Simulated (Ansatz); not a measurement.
Crystal: SnTe.

```
Te Sn
1.0
     0.00000    3.15085    3.15085
     3.15085    0.00000    3.15085
     3.15085    3.15085    0.00000
Te Sn
1 1
Direct
  0.50000 0.50000 0.50000
  0.00000 0.00000 0.00000
```

```yaml
Program: Ansatz 0.2.0
Task: relaxation of cell and atoms
Functional: HSE06
Potentials_or_basis: Ansatz PAW
Cutoff: "420 eV (not typed: the program's choice for these potentials)"
k_mesh: 4 × 4 × 4
Occupations: fermi-dirac, width 0.05 eV
Spin: no spin polarisation
```

At the start: volume 31.28 Å³/atom.

Question: Where does the relaxation end?

Answer: It ends after 4 steps and the volume is 32.15 Å³/atom (+2.8 %); space group Fm-3m (No. 225, to 0.05 Å).

Step by step:
| step | energy change (eV) | largest force (eV/Å) | volume (Å³) |
| --- | --- | --- | --- |
| 1 | 0.0000 | 0.0000 | 62.56 |
| 2 | -0.0054 | 0.0000 | 64.63 |
| 3 | -0.0057 | 0.0000 | 64.29 |
| 4 | -0.0061 | 0.0000 | 64.29 |

Final structure:
```
Te Sn
1.0
     0.00000    3.17961    3.17961
     3.17961    0.00000    3.17961
     3.17961    3.17961    0.00000
Te Sn
1 1
Direct
  0.50000 0.50000 0.50000
  0.00000 0.00000 0.00000
```

Caveat: the k mesh is coarse (spacing up to 0.43 Å⁻¹), so the values aren't converged, least of all with exact exchange; the plane-wave basis is chosen anew once the cell has moved, so the energies of steps on either side of that aren't comparable; the PAW data sets come from PBE, with cores solved anew for the run's functional, which leaves a small shift of forces and pressure.
